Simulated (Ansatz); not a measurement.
# Work function of Ti(0001): what the settings cost and change, part 2 of 2

Aim: the work function of Ti(0001) against thickness and vacuum, with the cost.

Ansatz 0.2.0; plane-wave DFT, PBE, Ansatz PAW.

So far, work function, upper face (eV): step 2 (run, setting 1 layer) 4.13; step 3 (run, 2 atoms) 4.41; step 4 (slab, 3 atoms) 4.38; step 5 (slab, 4 atoms) 4.41; step 6 (slab, 5 atoms) 4.42.

**7. Slab, 6 atoms**

System of this step: Ti(0001). The cell holds 6 atoms: 6 Ti. Cell: a = 2.950 Å, b = 2.950 Å, c = 29.712 Å, α = 90.0°, β = 90.0°, γ = 60.0°. Vacuum lies along c.

Input file input.yaml:

```yaml
crystal:
  lattice:
    - [2.95, 0.0, 0.0]
    - [1.475, 2.5547749412, 0.0]
    - [0.0, 0.0, 29.7115]
  atoms:
    - { symbol: Ti, position: [0.6666666667, 0.6666666667, 0.3029130135] }
    - { symbol: Ti, position: [0.0, 0.0, 0.3817478081] }
    - { symbol: Ti, position: [0.6666666667, 0.6666666667, 0.4605826027] }
    - { symbol: Ti, position: [0.0, 0.0, 0.5394173973] }
    - { symbol: Ti, position: [0.6666666667, 0.6666666667, 0.6182521919] }
    - { symbol: Ti, position: [0.0, 0.0, 0.6970869865] }
kpoints:
  mp_grid: { grid: [16, 16, 1] }
hamiltonian:
  xc: pbe
scf:
  occupations: { method: fermi_dirac, width: 0.1 }
  convergence: { dr2_threshold: 1.0e-09 }
efield:
  axis: 3
  dipole_correction: true
  ramp_position: 0.97
  ramp_width: 0.06
output:
  write_potential: true
  write_density: true
  volumetric_format: npy
```

Launch:

```
ansatz run input.yaml --threads 2 --pin off --max-ram 3072MiB --backend cpu --events-out ev --progress --plain --runs-dir out
```

Numbers of over 12 decimals in the logs are rounded to 6 here.

Log:

```text
[...]
Crystal: 6 atoms, lattice volume = 223.923 Å³
Basis set: ecut = 420 eV, 4299 PW (Γ)
Bands: 44, of which v1, the nominal top of the filled ones, is band 36 counted from 1 (35 counted from 0)
Symmetry: 6 space group operations
k-points: 30 of 256 (time reversal used)
[...]
k-point 0: bands = [... 32 lower, 4.2090, 4.2832, 4.5617, 4.6083, 4.6830, 4.6830, 4.6902, 4.6902, ... 4 higher]
  k-point 1: bands = [... 32 lower, 4.1590, 4.1694, 4.4344, 4.5291, 4.5755, 4.6296, 4.6515, 4.7411, ... 4 higher]
  k-point 2: bands = [... 32 lower, 3.9347, 4.0784, 4.1357, 4.3044, 4.3665, 4.4836, 4.5877, 4.7302, ... 4 higher]
  k-point 29: bands = [... 32 lower, 3.0080, 3.3080, 3.3852, 3.8022, 3.8653, 4.0837, 4.0838, 4.1329, ... 4 higher]
[key lines of the parts left out:]
SCF converged after 10 iterations
Free energy (F): -14996.187384 eV
Fermi energy:    3.996468 eV
Dipole field:    D = -0.000002 V/Å  (p = -0.000002 e·Å, saw-weighted, corrected)
Work function:   Φ+ = 4.4067 eV   Φ− = 4.4067 eV
```

Run time: 43 s. Hardware: 2 threads of Arm Neoverse N1, shared host; peak memory 0.58 GiB; 75 s of CPU time.

The work function is 4.407 eV, -0.009 eV from the run “5 layers”, at 1.1 times its CPU time.

**8. Run, 8 atoms**

System of this step: Ti(0001). The cell holds 8 atoms: 8 Ti. Cell: a = 2.950 Å, b = 2.950 Å, c = 34.396 Å, α = 90.0°, β = 90.0°, γ = 60.0°. Vacuum lies along c.

input.yaml, the sections that differ from step 7:

```yaml
crystal:
  lattice:
    - [2.95, 0.0, 0.0]
    - [1.475, 2.5547749412, 0.0]
    - [0.0, 0.0, 34.3961]
  atoms:
    - { symbol: Ti, position: [0.6666666667, 0.6666666667, 0.2616575716] }
    - { symbol: Ti, position: [0.0, 0.0, 0.3297554083] }
    - { symbol: Ti, position: [0.6666666667, 0.6666666667, 0.397853245] }
    - { symbol: Ti, position: [0.0, 0.0, 0.4659510817] }
    - { symbol: Ti, position: [0.6666666667, 0.6666666667, 0.5340489183] }
    - { symbol: Ti, position: [0.0, 0.0, 0.602146755] }
    - { symbol: Ti, position: [0.6666666667, 0.6666666667, 0.6702445917] }
    - { symbol: Ti, position: [0.0, 0.0, 0.7383424284] }
# kpoints, hamiltonian, scf, efield, output: as in step 7
```

Log:

```text
[...]
Crystal: 8 atoms, lattice volume = 259.229 Å³
Basis set: ecut = 420 eV, 4975 PW (Γ)
Bands: 58, of which v1, the nominal top of the filled ones, is band 48 counted from 1 (47 counted from 0)
Symmetry: 6 space group operations
k-points: 30 of 256 (time reversal used)
[...]
k-point 0: bands = [... 44 lower, 5.6553, 5.6756, 5.8802, 5.8983, 5.8983, 5.9096, 5.9096, 5.9278, ... 6 higher]
  k-point 1: bands = [... 44 lower, 5.5096, 5.6426, 5.7115, 5.7991, 5.8050, 5.8496, 5.8775, 5.9584, ... 6 higher]
  k-point 2: bands = [... 44 lower, 5.2955, 5.3387, 5.5070, 5.5726, 5.6341, 5.6613, 5.7463, 5.9251, ... 6 higher]
  k-point 29: bands = [... 44 lower, 4.2977, 4.5678, 4.6119, 5.0170, 5.0787, 5.2067, 5.2533, 5.3479, ... 6 higher]
[key lines of the parts left out:]
SCF converged after 10 iterations
Free energy (F): -19995.554625 eV
Fermi energy:    5.236560 eV
Dipole field:    D = -0.000002 V/Å  (p = -0.000003 e·Å, saw-weighted, corrected)
Work function:   Φ+ = 4.4086 eV   Φ− = 4.4085 eV
```

Wall time 72 s (2 threads); peak memory 0.74 GiB.

The work function is 4.409 eV, +0.002 eV from the run “6 layers”, at 1.7 times its CPU time.

**9. Run, 10 atoms**

System of this step: Ti(0001). The cell holds 10 atoms: 10 Ti. Cell: a = 2.950 Å, b = 2.950 Å, c = 39.081 Å, α = 90.0°, β = 90.0°, γ = 60.0°. Vacuum lies along c.

input.yaml, the sections that differ from step 8:

```yaml
crystal:
  lattice:
    - [2.95, 0.0, 0.0]
    - [1.475, 2.5547749412, 0.0]
    - [0.0, 0.0, 39.0807]
  atoms:
    - { symbol: Ti, position: [0.6666666667, 0.6666666667, 0.230292702] }
    - { symbol: Ti, position: [0.0, 0.0, 0.2902276571] }
    - { symbol: Ti, position: [0.6666666667, 0.6666666667, 0.3501626122] }
    - { symbol: Ti, position: [0.0, 0.0, 0.4100975673] }
    - { symbol: Ti, position: [0.6666666667, 0.6666666667, 0.4700325224] }
    - { symbol: Ti, position: [0.0, 0.0, 0.5299674776] }
    - { symbol: Ti, position: [0.6666666667, 0.6666666667, 0.5899024327] }
    - { symbol: Ti, position: [0.0, 0.0, 0.6498373878] }
    - { symbol: Ti, position: [0.6666666667, 0.6666666667, 0.7097723429] }
    - { symbol: Ti, position: [0.0, 0.0, 0.769707298] }
# kpoints, hamiltonian, scf, efield, output: as in step 8
```

Log:

```text
[...]
Crystal: 10 atoms, lattice volume = 294.535 Å³
Basis set: ecut = 420 eV, 5651 PW (Γ)
Bands: 72, of which v1, the nominal top of the filled ones, is band 60 counted from 1 (59 counted from 0)
Symmetry: 6 space group operations
k-points: 30 of 256 (time reversal used)
[...]
k-point 0: bands = [... 56 lower, 6.6772, 6.7589, 6.8308, 6.8308, 6.8394, 6.8394, 6.8437, 6.8877, ... 8 higher]
  k-point 1: bands = [... 56 lower, 6.5524, 6.6421, 6.7273, 6.7387, 6.7540, 6.7853, 6.7934, 6.8622, ... 8 higher]
  k-point 2: bands = [... 56 lower, 6.2676, 6.4443, 6.4504, 6.5203, 6.5437, 6.6013, 6.6928, 6.8041, ... 8 higher]
  k-point 29: bands = [... 56 lower, 5.2678, 5.5232, 5.5452, 5.9527, 6.0077, 6.0718, 6.1431, 6.2512, ... 8 higher]
[key lines of the parts left out:]
SCF converged after 11 iterations
Free energy (F): -24994.922252 eV
Fermi energy:    6.179834 eV
Dipole field:    D = 0.000005 V/Å  (p = 0.000007 e·Å, saw-weighted, corrected)
Work function:   Φ+ = 4.4088 eV   Φ− = 4.4090 eV
```

The job ended after 1.8 min (2 threads; peak memory 0.93 GiB; 3.5 min of CPU time).

The work function is 4.409 eV, +0.000 eV from the run “8 layers”, at 1.6 times its CPU time.

**10. Run, 13 atoms**

System of this step: Ti(0001). The cell holds 13 atoms: 13 Ti. Cell: a = 2.950 Å, b = 2.950 Å, c = 46.108 Å, α = 90.0°, β = 90.0°, γ = 60.0°. Vacuum lies along c.

input.yaml, the sections that differ from step 9:

```yaml
crystal:
  lattice:
    - [2.95, 0.0, 0.0]
    - [1.475, 2.5547749412, 0.0]
    - [0.0, 0.0, 46.1076]
  atoms:
    - { symbol: Ti, position: [0.0, 0.0, 0.195195586] }
    - { symbol: Ti, position: [0.6666666667, 0.6666666667, 0.2459963216] }
    - { symbol: Ti, position: [0.0, 0.0, 0.2967970573] }
    - { symbol: Ti, position: [0.6666666667, 0.6666666667, 0.347597793] }
    - { symbol: Ti, position: [0.0, 0.0, 0.3983985287] }
    - { symbol: Ti, position: [0.6666666667, 0.6666666667, 0.4491992643] }
    - { symbol: Ti, position: [0.0, 0.0, 0.5] }
    - { symbol: Ti, position: [0.6666666667, 0.6666666667, 0.5508007357] }
    - { symbol: Ti, position: [0.0, 0.0, 0.6016014713] }
    - { symbol: Ti, position: [0.6666666667, 0.6666666667, 0.652402207] }
    - { symbol: Ti, position: [0.0, 0.0, 0.7032029427] }
    - { symbol: Ti, position: [0.6666666667, 0.6666666667, 0.7540036784] }
    - { symbol: Ti, position: [0.0, 0.0, 0.804804414] }
# kpoints, hamiltonian, scf, efield, output: as in step 9
```

Log:

```text
[...]
Crystal: 13 atoms, lattice volume = 347.494 Å³
Basis set: ecut = 420 eV, 6683 PW (Γ)
Bands: 94, of which v1, the nominal top of the filled ones, is band 78 counted from 1 (77 counted from 0)
Symmetry: 6 space group operations
k-points: 30 of 256 (time reversal used)
[...]
k-point 0: bands = [... 74 lower, 7.7912, 7.8788, 7.8788, 7.8831, 7.8831, 7.9131, 7.9167, 7.9167, ... 12 higher]
  k-point 1: bands = [... 74 lower, 7.7106, 7.7718, 7.7872, 7.7965, 7.8048, 7.8265, 7.8350, 7.8849, ... 12 higher]
  k-point 2: bands = [... 74 lower, 7.4935, 7.5146, 7.5173, 7.5877, 7.6003, 7.6537, 7.7160, 7.8041, ... 12 higher]
  k-point 29: bands = [... 74 lower, 6.3420, 6.5887, 6.5918, 7.0186, 7.0214, 7.1000, 7.1230, 7.2059, ... 12 higher]
[key lines of the parts left out:]
SCF converged after 10 iterations
Free energy (F): -32493.973440 eV
Fermi energy:    7.235546 eV
Dipole field:    D = -0.000000 V/Å  (p = -0.000000 e·Å, saw-weighted, corrected)
Work function:   Φ+ = 4.4089 eV   Φ− = 4.4089 eV
```

It took 2.8 min on 2 threads; peak memory 1.4 GiB; 5.5 min of CPU time.

The work function is 4.409 eV, +0.000 eV from the run “10 layers”, at 1.6 times its CPU time.

**11. Run, 7 atoms**

System of this step: Ti(0001). The cell holds 7 atoms: 7 Ti. Its edges and angles: a = 2.950 Å, b = 2.950 Å, c = 24.054 Å, α = 90.0°, β = 90.0°, γ = 60.0°. Vacuum lies along c.

input.yaml, the sections that differ from step 10:

```yaml
crystal:
  lattice:
    - [2.95, 0.0, 0.0]
    - [1.475, 2.5547749412, 0.0]
    - [0.0, 0.0, 24.0538]
  atoms:
    - { symbol: Ti, position: [0.0, 0.0, 0.207867364] }
    - { symbol: Ti, position: [0.6666666667, 0.6666666667, 0.3052449093] }
    - { symbol: Ti, position: [0.0, 0.0, 0.4026224547] }
    - { symbol: Ti, position: [0.6666666667, 0.6666666667, 0.5] }
    - { symbol: Ti, position: [0.0, 0.0, 0.5973775453] }
    - { symbol: Ti, position: [0.6666666667, 0.6666666667, 0.6947550907] }
    - { symbol: Ti, position: [0.0, 0.0, 0.792132636] }
# kpoints, hamiltonian, scf, efield, output: as in step 10
```

Log:

```text
[...]
Crystal: 7 atoms, lattice volume = 181.284 Å³
Basis set: ecut = 420 eV, 3489 PW (Γ)
Bands: 51, of which v1, the nominal top of the filled ones, is band 42 counted from 1 (41 counted from 0)
Symmetry: 6 space group operations
k-points: 30 of 256 (time reversal used)
[...]
k-point 0: bands = [... 38 lower, 7.9473, 8.0901, 8.2801, 8.3396, 8.3449, 8.3449, 8.3654, 8.3654, ... 5 higher]
  k-point 1: bands = [... 38 lower, 7.8669, 8.0134, 8.1210, 8.2458, 8.2469, 8.3000, 8.3359, 8.4048, ... 5 higher]
  k-point 2: bands = [... 38 lower, 7.6348, 7.7753, 7.9318, 7.9980, 8.0314, 8.1132, 8.2473, 8.4208, ... 5 higher]
  k-point 29: bands = [... 38 lower, 6.6917, 7.0114, 7.0496, 7.4574, 7.5625, 7.6427, 7.7794, 7.7983, ... 5 higher]
[key lines of the parts left out:]
SCF converged after 10 iterations
Free energy (F): -17495.871376 eV
Fermi energy:    7.677176 eV
Dipole field:    D = 0.000000 V/Å  (p = 0.000000 e·Å, saw-weighted, corrected)
Work function:   Φ+ = 4.3915 eV (in doubt: plateau slope 9.9e-2 eV/Å)   Φ− = 4.3971 eV (in doubt: plateau slope 7.1e-2 eV/Å)
```

It took 46 s on 2 threads; peak memory 0.55 GiB; 88 s of CPU time.

The work function is 4.392 eV. The program marks this work function as in doubt.

**12. Slab, 7 atoms**

The cell differs from the one that the last finished run ended in (c 24.054 → 28.054 Å).

input.yaml, the sections that differ from step 11:

```yaml
crystal:
  lattice:
    - [2.95, 0.0, 0.0]
    - [1.475, 2.5547749412, 0.0]
    - [0.0, 0.0, 28.0538]
  atoms:
    - { symbol: Ti, position: [0.0, 0.0, 0.2495205641] }
    - { symbol: Ti, position: [0.6666666667, 0.6666666667, 0.3330137094] }
    - { symbol: Ti, position: [0.0, 0.0, 0.4165068547] }
    - { symbol: Ti, position: [0.6666666667, 0.6666666667, 0.5] }
    - { symbol: Ti, position: [0.0, 0.0, 0.5834931453] }
    - { symbol: Ti, position: [0.6666666667, 0.6666666667, 0.6669862906] }
    - { symbol: Ti, position: [0.0, 0.0, 0.7504794359] }
# kpoints, hamiltonian, scf, efield, output: as in step 11
```

Log:

```text
[...]
Crystal: 7 atoms, lattice volume = 211.430 Å³
Basis set: ecut = 420 eV, 4065 PW (Γ)
Bands: 51, of which v1, the nominal top of the filled ones, is band 42 counted from 1 (41 counted from 0)
Symmetry: 6 space group operations
k-points: 30 of 256 (time reversal used)
[...]
k-point 0: bands = [... 38 lower, 6.2279, 6.3694, 6.5546, 6.6153, 6.6218, 6.6218, 6.6423, 6.6423, ... 5 higher]
  k-point 1: bands = [... 38 lower, 6.1499, 6.2904, 6.3946, 6.5227, 6.5236, 6.5771, 6.6128, 6.6817, ... 5 higher]
  k-point 2: bands = [... 38 lower, 5.9161, 6.0486, 6.2091, 6.2761, 6.3080, 6.3901, 6.5238, 6.6969, ... 5 higher]
  k-point 29: bands = [... 38 lower, 4.9686, 5.2883, 5.3265, 5.7343, 5.8394, 5.9196, 6.0563, 6.0752, ... 5 higher]
[key lines of the parts left out:]
SCF converged after 11 iterations
Free energy (F): -17495.871339 eV
Fermi energy:    5.954044 eV
Dipole field:    D = -0.000000 V/Å  (p = -0.000000 e·Å, saw-weighted, corrected)
Work function:   Φ+ = 4.4094 eV   Φ− = 4.4095 eV
```

Run time: 47 s. Hardware: 2 threads; peak memory 0.61 GiB.

The work function is 4.409 eV, +0.018 eV from the run “7 layers, 10 Å of vacuum”, at 1.0 times its CPU time.

**13. Run, 7 atoms (run 2)**

The cell differs from the one that the last finished run ended in (c 28.054 → 40.054 Å).

input.yaml, the sections that differ from step 12:

```yaml
crystal:
  lattice:
    - [2.95, 0.0, 0.0]
    - [1.475, 2.5547749412, 0.0]
    - [0.0, 0.0, 40.0538]
  atoms:
    - { symbol: Ti, position: [0.0, 0.0, 0.3245634621] }
    - { symbol: Ti, position: [0.6666666667, 0.6666666667, 0.3830423081] }
    - { symbol: Ti, position: [0.0, 0.0, 0.441521154] }
    - { symbol: Ti, position: [0.6666666667, 0.6666666667, 0.5] }
    - { symbol: Ti, position: [0.0, 0.0, 0.558478846] }
    - { symbol: Ti, position: [0.6666666667, 0.6666666667, 0.6169576919] }
    - { symbol: Ti, position: [0.0, 0.0, 0.6754365379] }
# kpoints, hamiltonian, scf, efield, output: as in step 12
```

Log:

```text
[...]
Crystal: 7 atoms, lattice volume = 301.869 Å³
Basis set: ecut = 420 eV, 5809 PW (Γ)
Bands: 51, of which v1, the nominal top of the filled ones, is band 42 counted from 1 (41 counted from 0)
Symmetry: 6 space group operations
k-points: 30 of 256 (time reversal used)
[...]
k-point 0: bands = [... 38 lower, 3.1232, 3.2647, 3.4497, 3.5105, 3.5171, 3.5171, 3.5375, 3.5375, ... 5 higher]
  k-point 1: bands = [... 38 lower, 3.0453, 3.1857, 3.2898, 3.4179, 3.4189, 3.4723, 3.5080, 3.5770, ... 5 higher]
  k-point 2: bands = [... 38 lower, 2.8114, 2.9438, 3.1043, 3.1713, 3.2032, 3.2854, 3.4191, 3.5922, ... 5 higher]
  k-point 29: bands = [... 38 lower, 1.8638, 2.1836, 2.2217, 2.6295, 2.7346, 2.8148, 2.9516, 2.9704, ... 5 higher]
[key lines of the parts left out:]
SCF converged after 10 iterations
Free energy (F): -17495.871345 eV
Fermi energy:    2.849282 eV
Dipole field:    D = -0.000000 V/Å  (p = -0.000000 e·Å, saw-weighted, corrected)
Work function:   Φ+ = 4.4094 eV   Φ− = 4.4094 eV
```

The job ended after 66 s (2 threads; peak memory 0.76 GiB; 2.1 min of CPU time).

The work function is 4.409 eV, -0.000 eV from the run “7 layers, 14 Å of vacuum”, at 1.4 times its CPU time.

**14. Comparing the runs**

Times are for 2 threads of Arm Neoverse N1, shared host. The series side by side:

```
no.                   setting  work function, upper face (eV)     time  memory (GiB)
  1                   1 layer                           4.132    6.9 s          0.38
  2                  2 layers                           4.414     11 s          0.37
  3                  3 layers                           4.382     19 s          0.44
  4                  4 layers                           4.408     23 s          0.49
  5                  5 layers                           4.415     34 s          0.56
  6                  6 layers                           4.407     43 s          0.58
  7                  8 layers                           4.409     72 s          0.74
  8                 10 layers                           4.409  1.8 min          0.93
  9                 13 layers                           4.409  2.8 min           1.4
 10  7 layers, 10 Å of vacuum                           4.392     46 s          0.55
 11  7 layers, 14 Å of vacuum                           4.409     47 s          0.61
 12  7 layers, 26 Å of vacuum                           4.409     66 s          0.76
```

**15. A changed input**

System of this step: Ti(0001) monolayer. The cell holds 1 atom: 1 Ti. Its edges and angles: a = 2.950 Å, b = 2.950 Å, c = 18.000 Å, α = 90.0°, β = 90.0°, γ = 60.0°. Vacuum lies along c.

An input spoilt on purpose, to show how the run answers: it repeats the earlier run “1 layer” with efield.amplitude to 3.0, and scf.max_iter set to 100; its output block differs too.

input.yaml, the sections that differ from step 13:

```yaml
crystal:
  lattice:
    - [2.95, 0.0, 0.0]
    - [1.475, 2.5547749412, 0.0]
    - [0.0, 0.0, 18.0]
  atoms:
    - { symbol: Ti, position: [0.6666666667, 0.6666666667, 0.5] }
scf:
  occupations: { method: fermi_dirac, width: 0.1 }
  convergence: { dr2_threshold: 1.0e-09 }
  max_iter: 100
efield:
  axis: 3
  dipole_correction: true
  ramp_position: 0.97
  ramp_width: 0.06
  amplitude: 3.0
# kpoints, hamiltonian, output: as in step 13
```

Log:

```text
[...]
Crystal: 1 atoms, lattice volume = 135.659 Å³
Basis set: ecut = 420 eV, 2617 PW (Γ)
Bands: 10, of which v1, the nominal top of the filled ones, is band 6 counted from 1 (5 counted from 0)
Symmetry: 12 space group operations
k-points: 30 of 256
[...]
SCF iter   1: F=—  HF=-2499.099101 eV  |F-HF|=—  |Δ(HF+E_count)|=         —  Δρ=2.68e-2  dr2=2.76e0  ethr=3.10e-3  p=0.570 e·Å  D=7.60e-1 V/Å  ΔV_dip=-13.68 eV  dr2_dipole=3.77e-2  V_vac-E_F(+/−)=25.32/3.18 eV  ⟨swp⟩=8.1  Hψ=2613  notcnv=0
[...]
SCF iter  12: F=-2498.447539 eV  HF=-2498.447539 eV  |F-HF|=8.37e-10  |Δ(HF+E_count)|=   5.65e-9  Δρ=3.94e-7  dr2=1.88e-10  ethr=8.33e-12  p=0.570 e·Å  D=7.61e-1 V/Å  ΔV_dip=-13.69 eV  dr2_dipole=9.45e-12  V_vac-E_F(+/−)=22.33/0.76 eV  ⟨swp⟩=6.3  Hψ=1345  notcnv=0
[...]
SCF 1 converged in 12 iterations: F = -2498.447539 eV  dr2 = 1.88e-10
[...]
SCF converged after 12 iterations
Free energy (F): -2498.447539 eV
[...]
Internal energy: -2498.327280 eV  (E = F + TS)
E sigma→0 (E₀):  -2498.387410 eV
Entropy (-TS):   -0.120259 eV (-120.259 meV/atom)
Fermi energy:    -2.850603 eV
Dipole field:    D = 0.760791 V/Å  (p = 0.570362 e·Å, saw-weighted, corrected)
Work function:   not extracted (applied field tilts the vacuum); planar V_es + V_field profile in the machine report
[...]
--- Band table (eV; the first three rows and the last of 30) ---
[...]
```

Elapsed: 8.7 s, on 2 threads; peak memory 0.36 GiB.

In so strong a field the program warns of density in the ramp of the sawtooth; these numbers are not the system's.

**16. Summary of results**

```yaml
work_function_1_layer: 4.132 eV
work_function_5_layers: 4.415 eV
work_function_6_layers: 4.407 eV
work_function_13_layers: 4.409 eV
```

The thickest slab gives 4.41 eV, and the settings tried spread the value from 4.13 to 4.42 eV. At 18 Å of vacuum, the slabs from 2 layers on stay within 0.03 eV of the thickest. Going from 10 to 26 Å of vacuum moves it by 0.018 eV. The program marks the value as in doubt in “7 layers, 10 Å of vacuum”. The ladder's slabs use the tabulated experimental lattice constant (two decimals; a low-temperature value for the alkali metals). The main runs have no spin polarisation; a magnetic state could lie lower and would change these results. In 2 runs of the series (7 layers, 10 Å of vacuum and 7 layers, 14 Å of vacuum) the program warns that electrons reach the sawtooth's ramp, which makes dipole and work function less sure.

[Logs are printed without paths, hosts, clocks, repeated set-up lines and the standing remarks that a program may print on its own settings, such as how far it seeks lower states.]

[Hosts, paths, dates, database ids (printed as entryN), source tags and the programs' standing remarks are cut or masked in the printed files.]

[Maps of the electrostatic potential energy from Ansatz leave out the sawtooth potential of an applied field or a dipole correction, so their vacuum need not be flat; planar profiles and work functions include it.]
